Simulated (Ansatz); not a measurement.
This geometry of a periodic cell of 28 atoms, Cu (surface Cu(100), adsorbate Cu) is a first-order saddle point. Atoms 1 to 9 are held.

Computed with DFT LDA, scalar-relativistic, plane waves, PAW (Ansatz 0.2.0). Settings: cutoff 420 eV, k mesh 3x3x1, gaussian smearing 0.1 eV, no spin polarisation.

```xyz
28
Lattice="7.4670 0.0000 0.0000 0.0000 7.4670 0.0000 0.0000 0.0000 15.5200" Properties=species:S:1:pos:R:3
Cu 0.000 0.000 6.000
Cu 2.489 0.000 6.000
Cu 4.978 0.000 6.000
Cu 0.000 2.489 6.000
Cu 2.489 2.489 6.000
Cu 4.978 2.489 6.000
Cu 0.000 4.978 6.000
Cu 2.489 4.978 6.000
Cu 4.978 4.978 6.000
Cu 1.309 1.309 7.779
Cu 3.756 1.222 7.704
Cu 6.272 1.226 7.674
Cu 1.222 3.756 7.704
Cu 3.669 3.669 7.779
Cu 6.173 3.752 7.674
Cu 1.226 6.272 7.674
Cu 3.752 6.173 7.674
Cu 6.223 6.223 7.691
Cu 0.074 0.074 9.448
Cu 2.652 -0.098 9.395
Cu 5.066 -0.088 9.405
Cu -0.098 2.652 9.395
Cu 3.280 3.280 10.310
Cu 5.076 2.326 9.395
Cu -0.088 5.066 9.405
Cu 2.326 5.076 9.395
Cu 4.904 4.904 9.448
Cu 1.698 1.698 10.310
```

(1) Which two structures does it join? (They come from a converged band through this point; their orientation in space is the band's.)

(2) How far does it lie above each of them?

Answers

(1) Contacts lost: Cu10–Cu23, Cu11–Cu23, Cu13–Cu23, Cu20–Cu23, Cu22–Cu23. Contacts made: Cu11–Cu28, Cu13–Cu28, Cu14–Cu28, Cu24–Cu28, Cu26–Cu28. The atom that moves furthest is Cu23, by 2.28 Å.

Image 0:

```xyz
28
Lattice="7.4670 0.0000 0.0000 0.0000 7.4670 0.0000 0.0000 0.0000 15.5200" Properties=species:S:1:pos:R:3
Cu 0.000 0.000 6.000
Cu 2.489 0.000 6.000
Cu 4.978 0.000 6.000
Cu 0.000 2.489 6.000
Cu 2.489 2.489 6.000
Cu 4.978 2.489 6.000
Cu 0.000 4.978 6.000
Cu 2.489 4.978 6.000
Cu 4.978 4.978 6.000
Cu 1.245 1.245 7.709
Cu 3.727 1.245 7.705
Cu 6.229 1.245 7.705
Cu 1.245 3.727 7.705
Cu 3.730 3.730 7.703
Cu 6.226 3.730 7.704
Cu 1.245 6.229 7.705
Cu 3.730 6.226 7.703
Cu 6.226 6.226 7.704
Cu -0.026 -0.026 9.445
Cu 2.515 -0.026 9.445
Cu 4.978 0.005 9.414
Cu -0.026 2.515 9.445
Cu 2.515 2.515 9.445
Cu 4.978 2.484 9.414
Cu 0.006 4.978 9.414
Cu 2.484 4.978 9.414
Cu 4.978 4.978 9.395
Cu 1.245 1.245 10.938
```

Image 4:

```xyz
28
Lattice="7.4670 0.0000 0.0000 0.0000 7.4670 0.0000 0.0000 0.0000 15.5200" Properties=species:S:1:pos:R:3
Cu 0.000 0.000 6.000
Cu 2.489 0.000 6.000
Cu 4.978 0.000 6.000
Cu 0.000 2.489 6.000
Cu 2.489 2.489 6.000
Cu 4.978 2.489 6.000
Cu 0.000 4.978 6.000
Cu 2.489 4.978 6.000
Cu 4.978 4.978 6.000
Cu 1.248 1.248 7.703
Cu 3.733 1.251 7.705
Cu 6.219 1.248 7.704
Cu 1.251 3.734 7.705
Cu 3.733 3.733 7.709
Cu 6.216 3.734 7.706
Cu 1.248 6.219 7.704
Cu 3.734 6.216 7.706
Cu 6.219 6.219 7.704
Cu 0.000 0.000 9.395
Cu 2.494 0.000 9.415
Cu 4.972 0.000 9.415
Cu 0.000 2.494 9.415
Cu 3.733 3.733 10.938
Cu 5.004 2.463 9.445
Cu 0.000 4.973 9.414
Cu 2.463 5.004 9.445
Cu 5.004 5.004 9.445
Cu 2.463 2.463 9.445
```

(2) 0.99 eV above the first and 0.99 eV above the second. This is the barrier of this one path; another mechanism may lie lower. Limits of this set-up: coarse k mesh, thin slab, slab without dipole correction.

Time of the run: 12 min on 8 CPU threads of a shared host.
